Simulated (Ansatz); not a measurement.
Relaxing selenium (hcp)

Theory: DFT, revPBE, plane waves (420 eV) with PAW, scalar-relativistic (Ansatz 0.2.0). (PAW data from PBE, frozen cores regenerated.)

k-point mesh 12×12×6, Fermi-Dirac smearing 0.1 eV, no spin polarisation. Cell and atoms relax.

Starting structure:

```yaml
crystal:
  lattice:
    - [3.13603, 0.00000, 0.00000]
    - [-1.56802, 2.71588, 0.00000]
    - [0.00000, 0.00000, 5.12114]
  atoms:
    - { symbol: Se, position: [0.33333, 0.66667, 0.25000] }
    - { symbol: Se, position: [0.66667, 0.33333, 0.75000] }
```

Task: The pressure at the start is -2.6 GPa. By how much does the volume change?

Result: From 21.81 to 22.86 Å³ per atom, 4.8 %. The final cell has a = 3.701 Å, c = 3.856 Å (c/a = 1.042).

The cell has left the hcp structure type; it ends in P6_3/mmc.

Task: How much energy does the relaxation gain?

Result: 369.2 meV per atom.

Path of the relaxation (the plane waves are chosen anew near the end, which can shift the energy a little):

```csv
step,E − E(final) (meV/atom),V (Å³/atom),P (GPa),max force (eV/Å)
0,369.18,21.809,-2.60,0.000
1,341.93,20.563,0.74,0.000
2,281.60,20.286,2.00,0.000
3,193.39,20.163,3.29,0.000
4,110.73,20.089,5.29,0.000
5,35.97,21.395,2.04,0.000
6,4.88,22.420,0.63,0.000
7,4.44,22.618,0.11,0.000
8,4.42,22.654,0.00,0.000
9,0.48,22.654,0.37,0.000
10,0.03,22.821,0.08,0.000
11,0.01,22.865,0.00,0.000
12,0.00,22.865,0.00,0.000
```
